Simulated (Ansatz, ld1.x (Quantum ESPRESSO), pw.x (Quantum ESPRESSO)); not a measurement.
What a changed setting does to a pw.x run (bcc Sr)

Potential: PAW, ld1.x (Quantum ESPRESSO) 7.5, PBE; core [Ar] 3d10, reference 4s2 4p6 4d0 5s2 5p0; waves: 4s (bound): rcut 2.05, rcutus 2.75 bohr; 5s (bound): rcut 2.05, rcutus 2.75 bohr; 4p (bound): rcut 2.50, rcutus 3.40 bohr; 5p (bound, empty): rcut 2.50, rcutus 3.40 bohr; 4d (bound, empty): rcut 3.00, rcutus 3.75 bohr; 4d channel at 0.2 Ry: rcut 3.00, rcutus 3.75 bohr; local part: all-electron potential smoothed inside 3.10 bohr (lloc = -1); core correction: Bessel-smoothed model core inside 1.80 bohr; augmentation: PSQ, inside the norm-conserving radii.

The reference run (k-mesh 10³, cutoffs 40/320 Ry, Fermi–Dirac 0.01 Ry, mixing_beta 0.4, conv_thr 1e-9, no spin) gives -0.14 GPa at 54.586 Å³/atom, where all-electron LAPW gives 0.01 GPa. This run, with its own iteration cap, changes degauss to 0.005.

```
&control
  calculation='scf', prefix='x', pseudo_dir='./', outdir='./tmp', tstress=.true., disk_io='none'
/
&system
  ibrav=0, nat=1, ntyp=1, ecutwfc=40, ecutrho=320, nbnd=12,
  occupations='smearing', smearing='fd', degauss=0.005
/
&electrons
  conv_thr=1e-09, mixing_beta=0.4, electron_maxstep=60
/
ATOMIC_SPECIES
Sr 1.0 Sr.UPF
CELL_PARAMETERS angstrom
  -2.38968373 2.38968373 2.38968373
  2.38968373 -2.38968373 2.38968373
  2.38968373 2.38968373 -2.38968373
ATOMIC_POSITIONS crystal
Sr 0.0000 0.0000 0.0000
K_POINTS automatic
10 10 10 0 0 0
```

```bash
pw.x < Sr.scf.in > Sr.scf.out
```

**Question.** How does the run end?

**Answer.** It converges in 10 iterations; the free energy moves by +30.8 meV/atom and the pressure by -0.11 GPa. In a metal, with Fermi–Dirac smearing, F lies below its zero-width value by a term in the square of the width.

```
Message from routine setup:
     using ibrav=0 with symmetry is DISCOURAGED, use correct ibrav instead
     lattice parameter (alat)  =       7.8217  a.u.
     unit-cell volume          =     368.3646 (a.u.)^3
     number of electrons       =        10.00
     number of Kohn-Sham states=           12
     kinetic-energy cutoff     =      40.0000  Ry
     charge density cutoff     =     320.0000  Ry
     scf convergence threshold =      1.0E-09
     Exchange-correlation= SLA  PW   PBX  PBC
     number of k points=    47  Fermi-Dirac smearing, width (Ry)=  0.0050
     iteration #  1     ecut=    40.00 Ry     beta= 0.40
     total energy              =    -260.25058853 Ry
     estimated scf accuracy    <       0.02948395 Ry
     iteration #  2     ecut=    40.00 Ry     beta= 0.40
     total energy              =    -260.25042981 Ry
     estimated scf accuracy    <       0.00669668 Ry
     iteration #  3     ecut=    40.00 Ry     beta= 0.40
     total energy              =    -260.25109552 Ry
     estimated scf accuracy    <       0.00004088 Ry
     iteration #  4     ecut=    40.00 Ry     beta= 0.40
     c_bands:  1 eigenvalues not converged
     total energy              =    -260.25116899 Ry
     estimated scf accuracy    <       0.00002908 Ry
     iteration #  5     ecut=    40.00 Ry     beta= 0.40
     total energy              =    -260.25117900 Ry
     estimated scf accuracy    <       0.00001212 Ry
     iteration #  6     ecut=    40.00 Ry     beta= 0.40
     total energy              =    -260.25118438 Ry
     estimated scf accuracy    <       0.00000015 Ry
     iteration #  7     ecut=    40.00 Ry     beta= 0.40
     total energy              =    -260.25118476 Ry
     estimated scf accuracy    <       0.00000003 Ry
     iteration #  8     ecut=    40.00 Ry     beta= 0.40
     total energy              =    -260.25118495 Ry
     estimated scf accuracy    <          3.8E-09 Ry
     iteration #  9     ecut=    40.00 Ry     beta= 0.40
     total energy              =    -260.25118495 Ry
     estimated scf accuracy    <          2.5E-09 Ry
     iteration # 10     ecut=    40.00 Ry     beta= 0.40
     the Fermi energy is     5.0790 ev
!    total energy              =    -260.25118496 Ry
     estimated scf accuracy    <          1.3E-10 Ry
     smearing contrib. (-TS)   =      -0.00143791 Ry
     The total energy is F=E-TS. E is the sum of the following terms:
     one-electron contribution =     -23.84073696 Ry
     hartree contribution      =      14.58510031 Ry
     xc contribution           =      -9.12468189 Ry
     ewald contribution        =     -40.29402265 Ry
     one-center paw contrib.   =    -201.57540586 Ry
     convergence has been achieved in  10 iterations
          total   stress  (Ry/bohr**3)                   (kbar)     P=       -2.50
     Message from routine punch:
     Nothing written, as per user request (disk_io='none')
```

The run took about 18 s on one core of a shared host (Neoverse-V1, 32 threads, 247 GiB, load 39).
